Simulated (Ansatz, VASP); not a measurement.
Ti: VASP beside Ansatz

INCAR

```
SYSTEM = Ti
PREC = Accurate ; ENCUT = 520
EDIFF = 1E-6 ; ISMEAR = 0
SIGMA = 0.017 ; LREAL = .FALSE.
LASPH = .TRUE. ; NELM = 60
ALGO = Normal ; ISIF = 2
LWAVE = .FALSE. ; LCHARG = .FALSE.
GGA = PE ; NBANDS = 12
```

The input KPOINTS:

```
Automatic mesh
0
G
  11 11 11
  0 0 0
```

Contents of POSCAR:

```
Ti
1.0
   -1.6410000000      1.6410000000      1.6410000000
    1.6410000000     -1.6410000000      1.6410000000
    1.6410000000      1.6410000000     -1.6410000000
Ti
1
Direct
    0.0000000000      0.0000000000      0.0000000000
```

File input.yaml:

```yaml
crystal:
  lattice:
    - [-1.641, 1.641, 1.641]
    - [1.641, -1.641, 1.641]
    - [1.641, 1.641, -1.641]
  atoms:
    - { symbol: Ti, position: [0.0, 0.0, 0.0] }
kpoints:
  mp_grid: { grid: [11, 11, 11] }
scf:
  occupations: { method: gaussian, width: 0.017 }
hamiltonian:
  xc: pbe
  pseudopotentials: { kind: all_electron, lapw: { basis_error: 0.001 } }
output:
  forces: true
  stress: true
  eigenvalues: true
```

This isn't the form of Ti at room conditions, which is hcp.

Alike in both runs: task single point; functional PBE; k mesh 11 × 11 × 11; occupations gaussian, width 0.017 eV; no spin polarisation.

|  | VASP | Ansatz |
| --- | --- | --- |
| version | VASP 6.6.1 | Ansatz 0.2.0 |
| potentials or method | VASP PAW PBE potentials, release 64 (Ti_sv) | all-electron LAPW, scalar-relativistic |
| plane-wave cutoff (eV) | 520 | see its input |

Ansatz gave:

| Quantity | Value |
| --- | --- |
| gap on the k mesh at the Fermi level (eV) | none |
| pressure (GPa) | -2.9 |

Problem. Which values does VASP return?

Solution. gap on the k mesh at the Fermi level (eV): none; pressure (GPa): -3.1.

A gap of «none» marks a metal or a gap that the smearing closes. Ansatz ran all-electron here, so the differences hold the error of VASP's frozen core and of both bases.
